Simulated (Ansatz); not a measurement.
Runs of Ansatz 0.2.0 on Ir. It takes space group Fm-3m (No. 225, cubic). Conventional cell: a = 3.831 Å, b = 3.831 Å, c = 3.831 Å, α = 90.00°, β = 90.00°, γ = 90.00°. Ir (site symmetry m-3m) has 12 Ir at 2.71 Å as nearest neighbours. 

```tsv
task	level	cell	cutoff (eV)	smearing	gap on the mesh (eV)	pressure (GPa)	relaxed volume (Å³/atom)
band structure	LDA	as given	284	fermi-dirac 0.05 eV	-	-6.6	-
single point	PBE	as given	284	gaussian 0.018 eV	none	11.0	-
relaxation of cell and atoms	PBE	relaxed	-	fermi-dirac 0.05 eV	-	0.0	14.48
single point	PBE	as given	284	gaussian 0.026 eV	none	11.0	-
single point	PBE	as given	284	gaussian 0.013 eV	none	11.0	-
single point	PBE	as given	284	gaussian 0.023 eV	none	11.0	-
relaxation of cell and atoms	RPBE+D4	relaxed	-	fermi-dirac 0.05 eV	-	0.0	13.94
single point	PBE	as given	284	gaussian 0.1 eV	none	(a)	-
```

Alike in all rows: potentials or basis all-electron LAPW, scalar-relativistic; no spin polarisation; k mesh 12 × 12 × 12; basis error allowed 0.001 eV/atom.

Task: Fill in the values left out.

Result: (a) 11.1.

Caveats: spin-orbit coupling is left out, which moves the levels of the heavy elements (some runs).

A k mesh can miss the band edges, and the runs leave out spin-orbit coupling on Ir.

A gap of «none» marks a metal or a gap under the smearing width.
